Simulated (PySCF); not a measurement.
## C4H10O: calculation against experiment

**Experimental background.**

From NIST CCCBDB Release 22 (SRD 101), experimental dipoles, for the gas: dipole moment 1.74 ± 0.04 D.

The runs below try to reproduce these values; the comparison stands at the end.

Compound: C4H10O.
Numbering: `[CH3:1][C:2]([CH3:3])([CH3:4])[OH:5]` (hydrogens: H6, H7, H8 on C1; H9, H10, H11 on C3; H12, H13, H14 on C4; H15 on O5)

Geometry (PBE0-D3(BJ)/def2-SVP, Å), atoms numbered from 1 in this order:
```
atom  x, y, z in Å
C1    -0.926   -1.271   -0.268
C2    -0.160    0.035   -0.058
C3    -0.798    1.168   -0.860
C4     1.303   -0.135   -0.440
O5    -0.153    0.370    1.321
H6    -1.980   -1.157    0.036
H7    -0.916   -1.584   -1.323
H8    -0.480   -2.073    0.340
H9    -1.852    1.308   -0.566
H10   -0.263    2.111   -0.675
H11   -0.780    0.961   -1.941
H12    1.408   -0.403   -1.501
H13    1.764   -0.925    0.171
H14    1.852    0.801   -0.256
H15   -1.068    0.485    1.598
```

Runs made with PySCF (gas phase, on this PBE0-D3(BJ)/def2-SVP geometry; no spin–orbit coupling):

```csv
level,job,basis functions
"PBE0-D3(BJ)/def2-SVP, grid level 1",geometry optimisation from a GFN2-xTB start,120
B3LYP/def2-SVPD,"6 singlets by full TDDFT, polarisability, dynamic polarisability",183
BHandHLYP/aug-pcX-1 (pcseg-1 on H),"K-edge TDA, 28 lines",215
```

## Comparison

**Dipole moment.** Measured: 1.74 D (NIST CCCBDB Release 22 (SRD 101), experimental dipoles).

```tsv
level	computed (D)	computed − measured (D)	% (from the printed values)
PBE0-D3(BJ)/def2-SVP	1.49	-0.25	-14
B3LYP/def2-SVPD	1.62	-0.12	-7
BHandHLYP/aug-pcX-1 (pcseg-1 on H)	1.63	-0.11	-6
```

Closest is BHandHLYP/aug-pcX-1 (pcseg-1 on H) (-0.11 D), furthest PBE0-D3(BJ)/def2-SVP (-0.25 D); one molecule doesn't rank methods. All 3 levels lie below the measurement. The computed dipoles belong to one fixed geometry; measured ones are averaged over vibrations unless marked μe. Magnitudes are compared, not signs.

No measured geometry was used, and the causes of the misses weren't examined.
